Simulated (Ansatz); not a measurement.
The system is PbS.

```
Pb S
1.0
     4.08970    0.00000    0.00000
    -2.04485    3.54178    0.00000
     0.00000    0.00000    3.78817
Pb S
1 1
Direct
  0.00000 0.00000 0.00000
  0.66667 0.33333 0.50000
```

Measurements of this composition are mostly on another form, of space group No. 225.

| Quantity | Value |
| --- | --- |
| Program | Ansatz 0.2.0 |
| Task | relaxation of cell and atoms |
| Functional | HF |
| Potentials or basis | Ansatz PAW |
| Cutoff | 420 eV (not typed: the program's choice for these potentials) |
| k mesh | 4 × 4 × 4 |
| Occupations | fermi-dirac, width 0.05 eV |
| Spin | no spin polarisation |

At the start: volume 27.44 Å³/atom.

Q: Where does the relaxation end?

A: It ends after 6 steps and the volume is 29.80 Å³/atom (+8.6 %); space group P-6m2 (No. 187, to 0.05 Å).

The path:
```tsv
step	energy change (eV)	largest force (eV/Å)	volume (Å³)
1	0.0000	0.0000	54.87
2	-0.0429	0.0000	62.34
3	-0.0616	0.0000	59.96
4	-0.0620	0.0000	59.55
5	-0.0620	0.0000	59.60
6	-0.0642	0.0000	59.60
```

Final structure:
```yaml
crystal:
  lattice:
    - [4.21360, 0.00000, 0.00000]
    - [-2.10680, 3.64909, 0.00000]
    - [0.00000, 0.00000, 3.87592]
  atoms:
    - { symbol: Pb, position: [0.00000, 0.00000, 0.00000] }
    - { symbol: S, position: [0.66667, 0.33333, 0.50000] }
```

Caveat: the k mesh is coarse (spacing up to 0.44 Å⁻¹), so the values aren't converged, least of all with exact exchange; the plane-wave basis is chosen anew once the cell has moved, so the energies of steps on either side of that aren't comparable; the PAW data sets come from PBE, with cores solved anew for the run's functional, which leaves a small shift of forces and pressure.
